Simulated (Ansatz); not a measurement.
Crystal: NiO2.

```
CELL_PARAMETERS angstrom
2.91215 0.00000 0.00000
-1.45608 2.52200 0.00000
0.00000 0.00000 10.55527
ATOMIC_POSITIONS crystal
Ni 0.00000 0.00000 0.50000
Ni 0.00000 0.00000 0.00000
O 0.33333 0.66667 0.58908
O 0.33333 0.66667 0.91092
O 0.66667 0.33333 0.41092
O 0.66667 0.33333 0.08908
```

The cell comes from a database or a generator and needn't be the stable form of this composition.

```yaml
Program: Ansatz 0.2.0
Task: relaxation of cell and atoms
Functional: r2SCAN
Potentials_or_basis: Ansatz PAW
Cutoff: "500 eV (not typed: the program's choice for these potentials)"
k_mesh: 10 × 10 × 3
Occupations: fermi-dirac, width 0.05 eV
Spin: collinear spin, ferromagnetic start
Starting_moments: "[1.0, 1.0, 0.0, 0.0, 0.0, 0.0] μB"
```

At the start: volume 12.92 Å³/atom.

How do energy, volume and symmetry change on relaxing?

It ends after 8 steps and the volume is 11.38 Å³/atom (-11.9 %); space group P6_3/mmc (No. 194, to 0.05 Å); moment 0.00 μB per cell.

The path:
| step | energy change (eV) | largest force (eV/Å) | volume (Å³) |
| --- | --- | --- | --- |
| 1 | 0.0000 | 0.9574 | 77.52 |
| 2 | -0.3795 | 0.7891 | 72.59 |
| 3 | -0.5040 | 0.1649 | 68.06 |
| 4 | -0.5107 | 0.0187 | 68.96 |
| 5 | -0.5109 | 0.0091 | 68.83 |
| 6 | -0.5111 | 0.0035 | 68.67 |
| 7 | -0.5115 | 0.0017 | 68.28 |
| 8 | -0.5031 | 0.0012 | 68.28 |

Final structure:
```
Ni O
1.0
     2.77337    0.00000    0.00000
    -1.38668    2.40181    0.00000
     0.00000    0.00000   10.25108
Ni O
2 4
Direct
  0.00000 0.00000 0.50000
  0.00000 0.00000 0.00000
  0.33333 0.66667 0.59177
  0.33333 0.66667 0.90823
  0.66667 0.33333 0.40823
  0.66667 0.33333 0.09177
```

Caveat: the magnetic or orbital state may not be the lowest; the plane-wave basis is chosen anew once the cell has moved, so the energies of steps on either side of that aren't comparable; the PAW data sets come from PBE, with cores solved anew for the run's functional, which leaves a small shift of forces and pressure; the starting moments weren't kept.
